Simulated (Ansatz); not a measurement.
# Ag (P6_3/mmc) in Ansatz: a series of runs

Runs on Ag. Level: LDA. Tasks: single point, equation of state.

Everything below comes from runs of Ansatz 0.2.0. Logs are shortened: lines on timing, memory, paths and dates and some standing lists are left out, and cuts for length are marked.

## Step 1: Starting point

The structure is hexagonal, space group P6_3/mmc (No. 194). The conventional cell has a = 2.886 Å, b = 2.886 Å, c = 10.000 Å, α = 90.00°, β = 90.00°, γ = 120.00°. Ag (site symmetry -3m) is surrounded by 12 Ag at 2.89 to 3.00 Å. Ag (site symmetry -6m2) is surrounded by 12 Ag at 2.89 to 3.00 Å.

This isn't the form of Ag at room conditions, which is fcc.

## Step 2: Single point, LDA, 16.95 Å³/atom (volume scaled by 0.94)

input.yaml reads:

```yaml
crystal:
  lattice:
    - [2.827281427, 0.0, 0.0]
    - [-1.4136407135, 2.4484975394, 0.0]
    - [0.0, 0.0, 9.7958610872]
  atoms:
    - { symbol: Ag, position: [0.0, 0.0, 0.5] }
    - { symbol: Ag, position: [0.0, 0.0, 0.0] }
    - { symbol: Ag, position: [0.6666666667, 0.3333333333, 0.75] }
    - { symbol: Ag, position: [0.3333333333, 0.6666666667, 0.25] }
hamiltonian:
  xc: lda
  pseudopotentials: { kind: paw }
kpoints:
  mp_grid: { grid: [11, 11, 3] }
scf:
  occupations: { method: fermi_dirac, width: 0.05 }
output:
  forces: true
  stress: true
  eigenvalues: true
```

Potentials or basis: Ansatz PAW.

On the command line:

```sh
> ansatz run input.yaml --threads 2 --pin off --max-ram 5632MiB --backend cpu --events-out ev --progress --plain --runs-dir out
```

What it wrote:

```text
Warning: RAYON_NUM_THREADS=2 ignored (pool sized by the plan → 2); use --threads N
Engine: ansatz 0.2.0, x86_64-unknown-linux-gnu
Pseudopotentials: kind: paw
Pseudopotential: Ag, paw, valence charge 19, recommended cutoff 420 eV (normal), Ag.paw.azcp
Functional definition: SPW92
  exchange = slater_x
  correlation = pw_c
Crystal: 4 atoms, lattice volume = 67.813 Å³
Basis set: ecut = 420 eV, 1329 PW (Γ)
Bands: 46, of which v1, the nominal top of the filled ones, is band 38 counted from 1 (37 counted from 0)
Symmetry: 24 space group operations
Space group: P63/mmc (ITA 194), of the structure as read, at distance tolerance 4.1e-5 Å
k-points: 32 of 363
Non-local potential: Ag, projectors of the file, l = 0: 3, l = 1: 2, l = 2: 2, l = 3: 1
PAW form: soft (Blöchl's): semilocal exchange-correlation on the pseudo side does not see the compensation charge
PAW frozen core: Ag, regenerated for the run's functional, and the local potential with it (the file was generated under x = pbe(κ = 0.804, μ = 0.2195149727645171), c = pbe(β = 0.06672455060314922))
PAW one-centre angular grid: Ag, 590 points (default); XC on 64 Gauss nodes
Initial density: superposition of atomic densities (neutral atoms: chi_scale 0, normalization atom), corrected by the library's trained network
Initial wavefunctions: pseudopotential atomic-orbital guess
Functional: x = slater, c = lda
SCF iter   1: F=—  HF=-29832.523369 eV  |F-HF|=—  |Δ(HF+E_count)|=         —  Δρ=1.41e-2  dr2=1.14e-1  ethr=1.77e-3  ⟨swp⟩=5.7  Hψ=4810  notcnv=0  defer=28
preconditioner: auto → Kerker (q_TF=auto, 2.781 Å⁻¹)  [metal: Δε(μ)=0.086 eV  Ē_g=11.203 eV  σ=0.050 eV  W_gap=0.39  n_scr=26 (ndim 8)  ℏωp=29.9 eV  f_vac=0.000  D(μ)=1.97/eV (n_scr^D=6)]
SCF iter   2: F=—  HF=-29832.492439 eV  |F-HF|=—  |Δ(HF+E_count)|=   3.09e-2  Δρ=4.36e-3  dr2=8.01e-3  ethr=1.51e-4  ⟨swp⟩=2.4  Hψ=2591  notcnv=0  defer=68
SCF iter   3: F=—  HF=-29832.489934 eV  |F-HF|=—  |Δ(HF+E_count)|=   2.51e-3  Δρ=1.70e-3  dr2=6.71e-4  ethr=1.05e-5  ⟨swp⟩=2.0  Hψ=1807  notcnv=0  defer=68
SCF iter   4: F=—  HF=-29832.489762 eV  |F-HF|=—  |Δ(HF+E_count)|=   1.71e-4  Δρ=1.54e-4  dr2=7.31e-6  ethr=8.83e-7  ⟨swp⟩=2.9  Hψ=2877  notcnv=0  defer=68
SCF iter   5: F=—  HF=-29832.489766 eV  |F-HF|=—  |Δ(HF+E_count)|=   4.14e-6  Δρ=2.09e-5  dr2=3.17e-7  ethr=9.62e-9  ⟨swp⟩=2.5  Hψ=2583  notcnv=0  defer=68
SCF iter   6: F=-29832.489766 eV  HF=-29832.489766 eV  |F-HF|=1.73e-8  |Δ(HF+E_count)|=   4.70e-8  Δρ=6.82e-6  dr2=2.44e-8  ethr=1.32e-10  ⟨swp⟩=8.6  Hψ=5880  notcnv=0
SCF 1 converged in 6 iterations: F = -29832.489766 eV  dr2 = 2.44e-8
SCF converged after 6 iterations
Free energy (F): -29832.489766 eV
Harris-Foulkes:  -29832.489766 eV  (|F-HF|=1.73e-8)
Internal energy: -29832.475104 eV  (E = F + TS)
E sigma→0 (E₀):  -29832.482435 eV
Entropy (-TS):   -0.014662 eV (-3.666 meV/atom)
Fermi energy:    17.120587 eV
--- Per-component energies (eV) ---
  E_band       = -952.673693
  E_kinetic    = 2109.821564
  E_local      = -8767.099454  (includes V_loc(G=0)·N_el)
  E_nonlocal   = 345.581389
  E_hartree    = 3974.976359
  E_xc         = -735.072786
  E_vxc        = -938.871740  (∫ρ·V_xc dr)
  E_paw        = -15080.726419  (= ΣΔE_a)
  E_vpaw       = -1652.068734  (= ΣTr[D̂ρ^β])
  E_aug_tail   = 0.001041  (compensation charges beyond the density's cutoff)
  E_ewald      = -11682.856027
  E_core_change = 2.899230  (= ΣΔE_core)
  E_smearing   = -0.014662  (= −TS)
  E_closure    = 0.000000  (closes the sum)
  Σ components = -29832.489766   (vs F -29832.489766, Δ=0.00e0)
--- Forces (eV/Å), atoms counted from 1 ---
  atom   1  Ag     0.00000000     0.00000000    -0.00000000
  atom   2  Ag     0.00000000     0.00000000     0.00000000
  atom   3  Ag    -0.00000000     0.00000000     0.00000000
  atom   4  Ag     0.00000000    -0.00000000     0.00000000
  max |Σ_I F_I| component: 3.47e-18 eV/Å
--- Stress (GPa, compression-positive) ---
       -4.840880      -0.000000       0.000000
       -0.000000      -4.840880       0.000000
        0.000000       0.000000      -9.110598
  P = ⅓ Tr σ = -6.2641 GPa (-62.641 kbar)
--- Band table (eV; the first three rows and the last of 32) ---
  k-point 0: bands = ["-74.6873", "-74.6811", "-74.6804", "-74.6742", "-38.2755", "-38.2068", "-38.2056", "-38.1573", "-38.1573", "-38.1487", "-38.1487", "-38.1483", "-38.1483", "-38.1396", "-38.1396", "-38.1364", "9.1699", "10.4271", "10.4272", "10.5718", "12.0504", "12.3175", "12.3175", "12.3532", "12.3532", "12.3951", "12.4010", "12.4677", "12.4677", "12.5158", "12.5158", "13.2975", "13.2975", "13.6110", "13.6110", "13.7414", "13.7414", "14.0949", "14.0949", "16.2094", "19.8660", "26.9544", "26.9649", "32.7547", "32.9424", "33.9052"]
  k-point 1: bands = ["-74.6864", "-74.6840", "-74.6775", "-74.6751", "-38.2663", "-38.2409", "-38.1713", "-38.1561", "-38.1561", "-38.1529", "-38.1529", "-38.1457", "-38.1441", "-38.1441", "-38.1408", "-38.1408", "9.3634", "9.8806", "10.5946", "10.6133", "12.0281", "12.0371", "12.3412", "12.3412", "12.3679", "12.3679", "12.4497", "12.4497", "12.4829", "12.4829", "13.3555", "13.3555", "13.4894", "13.4894", "13.5087", "13.8789", "13.8789", "14.0332", "14.0332", "15.1143", "21.3082", "23.9754", "29.9166", "32.2143", "33.0538", "33.2686"]
  k-point 2: bands = ["-74.6858", "-74.6799", "-74.6792", "-74.6732", "-38.2714", "-38.2074", "-38.2063", "-38.1700", "-38.1611", "-38.1595", "-38.1591", "-38.1526", "-38.1519", "-38.1516", "-38.1424", "-38.1373", "9.4126", "10.6424", "10.6446", "10.7323", "12.0893", "12.1277", "12.2283", "12.2469", "12.2748", "12.4350", "12.4442", "12.4680", "12.5766", "12.5978", "12.6384", "13.1774", "13.2181", "13.5595", "13.6155", "13.7225", "13.8597", "13.8955", "14.1067", "16.9559", "19.9109", "27.1469", "27.1543", "32.4811", "32.8199", "33.2467"]
  k-point 31: bands = ["-74.6639", "-74.6637", "-74.6627", "-74.6626", "-38.2892", "-38.2868", "-38.2774", "-38.2765", "-38.2557", "-38.2541", "-38.2447", "-38.2379", "-38.1842", "-38.1789", "-38.1722", "-38.1709", "11.3178", "11.3596", "11.6097", "11.6141", "11.6878", "11.7770", "11.9822", "12.0355", "12.3151", "12.3603", "12.4653", "12.6237", "12.9149", "13.0367", "13.3404", "13.4314", "13.8678", "13.9863", "14.0776", "14.1036", "19.9179", "20.0416", "20.5798", "20.5924", "22.3584", "22.7021", "23.1481", "23.3585", "24.7112", "24.8236"]
```

Run time: 2.2 s. Hardware: 2 threads of Intel Xeon Platinum 8375C at 2.90GHz (Ice Lake), shared host; peak memory 0.4 GiB.

What came out:

| Quantity | Value |
| --- | --- |
| Free energy | -29832.4898 eV |
| Pressure | -6.3 GPa |
| Band gap on the k mesh | none (metal or under the smearing width) |

Caveat: the PAW data sets come from PBE, with cores solved anew for the run's functional, which leaves a small shift of forces and pressure.

## Step 3: Single point, LDA, 17.31 Å³/atom (volume scaled by 0.96)

input.yaml, as its differences from that of step 2:

```diff
@@ -2,5 +2,5 @@
   lattice:
-    - [2.827281427, 0.0, 0.0]
-    - [-1.4136407135, 2.4484975394, 0.0]
-    - [0.0, 0.0, 9.7958610872]
+    - [2.8471925156, 0.0, 0.0]
+    - [-1.4235962578, 2.4657410479, 0.0]
+    - [0.0, 0.0, 9.8648482973]
   atoms:
```

Potentials or basis: Ansatz PAW.

On the command line:

```sh
> ansatz run input.yaml --threads 2 --pin off --max-ram 5632MiB --backend cpu --events-out ev --progress --plain --runs-dir out
```

Wall time 2.5 s (2 threads of Intel Xeon Platinum 8375C at 2.90GHz (Ice Lake), shared host); peak memory 0.39 GiB.

It converged, with:

```
Free energy            : -29832.4242 eV
Pressure               : -8.3 GPa
Band gap on the k mesh : none (metal or under the smearing width)
```

Caveat: the PAW data sets come from PBE, with cores solved anew for the run's functional, which leaves a small shift of forces and pressure.

## Step 4: Single point, LDA, 17.67 Å³/atom (volume scaled by 0.98)

input.yaml, as its differences from that of step 3:

```diff
@@ -2,5 +2,5 @@
   lattice:
-    - [2.8471925156, 0.0, 0.0]
-    - [-1.4235962578, 2.4657410479, 0.0]
-    - [0.0, 0.0, 9.8648482973]
+    - [2.8668289465, 0.0, 0.0]
+    - [-1.4334144733, 2.482746696, 0.0]
+    - [0.0, 0.0, 9.9328838838]
   atoms:
```

On the command line:

```sh
> ansatz run input.yaml --threads 2 --pin off --max-ram 5632MiB --backend cpu --events-out ev --progress --plain --runs-dir out
```

Run time: 2.5 s. Hardware: 2 threads of Intel Xeon Platinum 8375C at 2.90GHz (Ice Lake), shared host; peak memory 0.38 GiB.

The run converged. Its results:

| Item | Value |
| --- | --- |
| Free energy | -29832.3420 eV |
| Pressure | -10.0 GPa |
| Band gap on the k mesh | none (metal or under the smearing width) |

Caveat: the PAW data sets come from PBE, with cores solved anew for the run's functional, which leaves a small shift of forces and pressure.

## Step 5: Single point, LDA, 18.04 Å³/atom

input.yaml, as its differences from that of step 4:

```diff
@@ -2,5 +2,5 @@
   lattice:
-    - [2.8668289465, 0.0, 0.0]
-    - [-1.4334144733, 2.482746696, 0.0]
-    - [0.0, 0.0, 9.9328838838]
+    - [2.8862, 0.0, 0.0]
+    - [-1.4431, 2.4995225204, 0.0]
+    - [0.0, 0.0, 10.0]
   atoms:
@@ -21 +21,5 @@
   eigenvalues: true
+  write_density: true
+  write_potential: true
+  elf: true
+  volumetric_format: npy
```

On the command line:

```sh
> ansatz run input.yaml --threads 2 --pin off --max-ram 5632MiB --backend cpu --events-out ev --progress --plain --runs-dir out
```

It took 3.3 s on 2 threads of Intel Xeon Platinum 8375C at 2.90GHz (Ice Lake), shared host; peak memory 0.4 GiB.

Results (log left out):

```yaml
Free_energy: -29832.2457 eV
Pressure: -11.4 GPa
Band_gap_on_the_k_mesh: none (metal or under the smearing width)
```

Caveat: the PAW data sets come from PBE, with cores solved anew for the run's functional, which leaves a small shift of forces and pressure.

## Step 6: Single point, LDA, 18.40 Å³/atom (volume scaled by 1.02)

input.yaml, as its differences from that of step 5:

```diff
@@ -2,5 +2,5 @@
   lattice:
-    - [2.8862, 0.0, 0.0]
-    - [-1.4431, 2.4995225204, 0.0]
-    - [0.0, 0.0, 10.0]
+    - [2.9053144643, 0.0, 0.0]
+    - [-1.4526572322, 2.5160761321, 0.0]
+    - [0.0, 0.0, 10.0662270956]
   atoms:
```

Potentials or basis: Ansatz PAW.

On the command line:

```sh
> ansatz run input.yaml --threads 2 --pin off --max-ram 5632MiB --backend cpu --events-out ev --progress --plain --runs-dir out
```

Run time: 3.4 s. Hardware: 2 threads of Intel Xeon Platinum 8375C at 2.90GHz (Ice Lake), shared host; peak memory 0.41 GiB.

It converged, with:

```
Free energy            : -29832.1375 eV
Pressure               : -12.6 GPa
Band gap on the k mesh : none (metal or under the smearing width)
```

Caveat: the PAW data sets come from PBE, with cores solved anew for the run's functional, which leaves a small shift of forces and pressure.

## Step 7: Single point, LDA, 18.76 Å³/atom (volume scaled by 1.04)

input.yaml, as its differences from that of step 6:

```diff
@@ -2,5 +2,5 @@
   lattice:
-    - [2.9053144643, 0.0, 0.0]
-    - [-1.4526572322, 2.5160761321, 0.0]
-    - [0.0, 0.0, 10.0662270956]
+    - [2.9241806713, 0.0, 0.0]
+    - [-1.4620903357, 2.5324147466, 0.0]
+    - [0.0, 0.0, 10.1315940382]
   atoms:
@@ -21,5 +21 @@
   eigenvalues: true
-  write_density: true
-  write_potential: true
-  elf: true
-  volumetric_format: npy
```

On the command line:

```sh
> ansatz run input.yaml --threads 2 --pin off --max-ram 5632MiB --backend cpu --events-out ev --progress --plain --runs-dir out
```

Wall time 2.4 s (2 threads of Intel Xeon Platinum 8375C at 2.90GHz (Ice Lake), shared host); peak memory 0.41 GiB.

It converged, with:

* Free energy: -29832.0192 eV
* Pressure: -13.6 GPa
* Band gap on the k mesh: none (metal or under the smearing width)

Caveat: the PAW data sets come from PBE, with cores solved anew for the run's functional, which leaves a small shift of forces and pressure.

## Step 8: Single point, LDA, 19.12 Å³/atom (volume scaled by 1.06)

input.yaml, as its differences from that of step 7:

```diff
@@ -2,5 +2,5 @@
   lattice:
-    - [2.9241806713, 0.0, 0.0]
-    - [-1.4620903357, 2.5324147466, 0.0]
-    - [0.0, 0.0, 10.1315940382]
+    - [2.9428065281, 0.0, 0.0]
+    - [-1.471403264, 2.5485452117, 0.0]
+    - [0.0, 0.0, 10.1961282242]
   atoms:
```

On the command line:

```sh
> ansatz run input.yaml --threads 2 --pin off --max-ram 5632MiB --backend cpu --events-out ev --progress --plain --runs-dir out
```

It took 2.8 s on 2 threads of Intel Xeon Platinum 8375C at 2.90GHz (Ice Lake), shared host; peak memory 0.41 GiB.

The run converged. Its results:

- Free energy: -29831.8923 eV
- Pressure: -14.5 GPa
- Band gap on the k mesh: none (metal or under the smearing width)

Caveat: the PAW data sets come from PBE, with cores solved anew for the run's functional, which leaves a small shift of forces and pressure.

## Step 9: Equation of state, LDA

Potentials or basis: Ansatz PAW.

No new run: the results of the series are fitted here.

What came out:

```yaml
Equilibrium_volume: "16.09 Å³/atom (rough: see the caveat)"
Bulk_modulus_at_fixed_shape_and_positions: 139 GPa (rough)
```

Energy against volume, from the lowest point:
```csv
volume (Å³/atom),energy (meV/atom)
16.953,0.00
17.314,16.40
17.675,36.94
18.035,61.01
18.396,88.07
18.757,117.65
19.117,149.36
```

Caveat: the minimum lies outside the volumes run; the cell was scaled at fixed shape and fractional positions, which overstates the stiffness of a crystal with free parameters, most of all of layers and chains.
